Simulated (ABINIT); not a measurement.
Crystal: Si2W.

```
W Si
1.0
    -1.60690    1.60690    3.91495
     1.60690   -1.60690    3.91495
     1.60690    1.60690   -3.91495
W Si
1 2
Direct
  0.00000 0.00000 0.00000
  0.66530 0.66530 0.00000
  0.33470 0.33470 0.00000
```

Program: ABINIT 10.8.3 (patched build). Alike in all runs: potentials or basis JTH PAW PBE v2.0; no spin polarisation; cell as given; cutoff (eV) 435; smearing fermi-dirac 0.05 eV.

Q: Order these runs on this cell by their pressure, lowest first.
A. level AM05; k mesh 12 × 12 × 12; mesh quality not flagged
B. level PBE; k mesh 10 × 10 × 10; mesh quality not flagged
C. level PBEsol; k mesh 5 × 5 × 5; mesh quality coarse
D. level HCTH407; k mesh 12 × 12 × 12; mesh quality not flagged
E. level revPBE; k mesh 12 × 12 × 12; mesh quality not flagged

A: D (-14.1 GPa), A (-3.9 GPa), C (-2.1 GPa), B (3.0 GPa), E (4.8 GPa).

Caveats: some runs use coarse meshes; the PAW data sets were made with another functional, which shifts forces and pressure a little (some runs).

Not every run made on this cell is shown here.
